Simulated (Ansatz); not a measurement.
Ag: elastic constants with PBEsol

The system is Ag.

```
CELL_PARAMETERS angstrom
-1.65565 1.65565 1.65565
1.65565 -1.65565 1.65565
1.65565 1.65565 -1.65565
ATOMIC_POSITIONS crystal
Ag 0.00000 0.00000 0.00000
```

This isn't the form of Ag at room conditions, which is fcc.

```yaml
Program: Ansatz 0.2.0
Task: elastic constants
Functional: PBEsol
Potentials_or_basis: Ansatz PAW
Cutoff: "420 eV (not typed: the program's choice for these potentials)"
k_mesh: 8 × 8 × 8
Occupations: fermi-dirac, width 0.05 eV
Spin: no spin polarisation
Atoms_under_strain: relaxed
```

```json
{
  "Pressure": "-7.2 GPa",
  "Band gap on the k mesh": "none (metal or under the smearing width)",
  "Elastic constants C11, C12, C44": "33, 87, -41 GPa",
  "Voigt bulk modulus": "69 GPa"
}
```

Levels at points of the mesh, in eV from the Fermi level:
| k point | band 7 | band 8 | band 9 | band 10 | band 11 | band 12 |
| --- | --- | --- | --- | --- | --- | --- |
| (0.00, 0.00, 0.00) | -4.78 | -4.78 | -3.56 | -3.56 | 17.42 | 17.42 |
| (0.00, 0.00, -0.50) | -3.62 | -3.45 | -2.65 | -0.12 | 3.65 | 12.89 |
| (-0.50, -0.50, -0.50) | -2.87 | -2.87 | -2.87 | 6.53 | 6.53 | 6.53 |

Elastic tensor in Voigt notation (GPa, in the Cartesian axes of the cell as first typed):
```
 33  87  87   0   0   0
 87  33  87   0   0   0
 87  87  33   0   0   0
  0   0   0 -41   0   0
  0   0   0   0 -41   0
  0   0   0   0   0 -41
```

Run time: 2.5 s on 2 threads of Arm Neoverse V2, on a shared host, peak memory 0.29 GiB.

Caveat: the cell is more than 3 GPa from zero pressure, which shifts response properties; the elastic tensor has a negative eigenvalue, so either the cell is unstable as it stands or the mesh is too thin; the PAW data sets come from PBE, with cores solved anew for the run's functional, which leaves a small shift of forces and pressure.
